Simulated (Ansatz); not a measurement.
Crystal: RbBr.

```
CELL_PARAMETERS angstrom
0.00000 3.42700 3.42700
3.42700 0.00000 3.42700
3.42700 3.42700 0.00000
ATOMIC_POSITIONS crystal
Rb 0.00000 0.00000 0.00000
Br 0.50000 0.50000 0.50000
```

Base run:

```yaml
Program: Ansatz 0.2.0
Functional: HSE06
Potentials_or_basis: all-electron PAW datasets made for the crystal
Cutoff: 220 eV (chosen from the basis error)
k_mesh: 6 × 6 × 6
Occupations: fermi-dirac, width 0.05 eV
Spin: no spin polarisation
```

Its results: band gap on the k mesh 5.52 eV, direct; pressure 0.8 GPa.

Problem. The run is repeated on the same cell with these changes: functional from HSE06 to PBE0. What comes out?

Solution. Band gap on the k mesh 6.24 eV, direct; pressure 0.7 GPa.

